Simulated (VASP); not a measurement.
# GaN: self-consistent run, by functional and exact exchange

GaN, F-43m (no. 216), 2 atoms in the cell.

| Functional | Exact exchange | Pressure (GPa) | Gap on the mesh (eV) | Time (s) |
|---|---|---|---|---|
| hAPBE | 0.2 | -0.41 | 3.368 | 115 |
| B3P86 | 0.2 | -0.71 | 3.382 | 102 |
| B97-1 | 0.21 | 2.35 | 3.556 | 112 |
| X3LYP | 0.218 | 3.52 | 3.602 | 124 |
| mPW1PW | 0.25 | -2.34 | 3.799 | 117 |
| APBE0 | 0.25 | -0.87 | 3.807 | 197 |
| HSE12s | 0.425 | -3.63 | 3.199 | 160 |
| BHandHLYP | 0.5 | -2.13 | 6.089 | 104 |

Limits: the k mesh is coarse, so the gap and the pressure can be far off.

## Input of the first row

INCAR.step1:
```
SYSTEM = GaN
PREC = Accurate ; ENCUT = 450
EDIFF = 1E-5 ; ISMEAR = 0
SIGMA = 0.02 ; LREAL = .False.
LASPH = .True. ; ALGO = Normal
NELM = 100 ; ISIF = 2
LWAVE = .True. ; LCHARG = .False.
GGA = PE
```

INCAR.step2:
```
SYSTEM = GaN
PREC = Accurate ; ENCUT = 450
EDIFF = 1E-6 ; ISMEAR = 0
SIGMA = 0.02 ; LREAL = .False.
LASPH = .True. ; ALGO = Normal
NELM = 100 ; ISIF = 2
LWAVE = .False. ; LCHARG = .False.
ISTART = 1 ; LHFCALC = .True.
AEXX = 0.2 ; PRECFOCK = Fast
GGA = LIBXC ; LIBXC1 = HYB_GGA_XC_HAPBE
```

KPOINTS:
```
k-points
0
Gamma
  4 4 4
```

POSCAR:
```
GaN
1.0
    0.0000000000      2.2535006075      2.2535006075
    2.2535006075      0.0000000000      2.2535006075
    2.2535006075      2.2535006075      0.0000000000
Ga N
1 1
Direct
    0.0000000000      0.0000000000      0.0000000000
    0.2500000000      0.2500000000      0.2500000000
```

Commands (each step's output is kept before the next begins):
```
cat potpaw_PBE.64/Ga_d/POTCAR potpaw_PBE.64/N/POTCAR > POTCAR
cp INCAR.step1 INCAR
mpirun -np 1 vasp_std > vasp.out
cp INCAR.step2 INCAR
mpirun -np 1 vasp_std > vasp.out
```

Changes of the last row against the first:
```
(step 2)
- AEXX = 0.2
- LIBXC1 = HYB_GGA_XC_HAPBE
+ AEXX = 0.5
+ LIBXC1 = HYB_GGA_XC_BHANDHLYP
```

VASP 6.6.1 took 115 s on 1 core (AMD EPYC 7R43 (Zen 3)), a shared host.
